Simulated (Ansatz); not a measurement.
Ge:

```xyz
2
Lattice="0.0000 2.8289 2.8289 2.8289 0.0000 2.8289 2.8289 2.8289 0.0000" Properties=species:S:1:pos:R:3 pbc="T T T"
Ge    4.2434    4.2434    4.2434
Ge    2.8289    2.8289    2.8289
```

Base run:

| Property | Result |
| --- | --- |
| Program | Ansatz 0.2.0 |
| Functional | PBEsol |
| Potentials or basis | all-electron LAPW, scalar-relativistic |
| Cutoff | 317 eV (chosen from the basis error) |
| Basis error allowed | 0.001 eV/atom |
| k mesh | 8 × 8 × 8 |
| Occupations | fermi-dirac, width 0.05 eV |
| Spin | no spin polarisation |

Its results: pressure 0.6 GPa.

Q: The run is repeated on the same cell with these changes: functional from PBEsol to RPBE. What comes out?

A: Pressure 5.4 GPa.

RPBE binds less tightly than PBEsol, so the same cell stands under more pressure.
